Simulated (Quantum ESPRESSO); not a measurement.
Crystal: BaTiO3.

```xyz
5
Lattice="2.8274 1.6324 2.3184 -2.8274 1.6324 2.3184 0.0000 -3.2648 2.3184" Properties=species:S:1:pos:R:3 pbc="T T T"
Ba    0.0000    0.0000    0.0000
Ti    0.0000    0.0000    3.3698
O     1.3885   -0.8017    2.3988
O    -1.3885   -0.8017    2.3988
O     0.0000    1.6033    2.3988
```

Base run:

* Program: Quantum ESPRESSO 7.5
* Functional: PBEsol
* Potentials or basis: GBRV 1.5 PBEsol
* Cutoff: 612 eV
* Density cutoff: 4898 eV
* k mesh: 7 × 7 × 7
* Occupations: fermi-dirac, width 0.05 eV
* Spin: no spin polarisation

Its results: band gap on the k mesh 2.44 eV, indirect (least direct gap 2.75 eV); pressure -0.2 GPa; largest force 0.130 eV/Å.

Problem. The run is repeated on the same cell with these changes: functional from PBEsol to LDA; potentials or basis from GBRV 1.5 PBEsol to GBRV 1.5 LDA. What comes out?

Solution. Band gap on the k mesh 2.40 eV, indirect (least direct gap 2.71 eV); pressure -4.8 GPa; largest force 0.147 eV/Å.

Caveats: spin-orbit coupling is left out, which moves the levels of the heavy elements.

A k mesh can miss the band edges.

Not every run made on this cell is shown here.
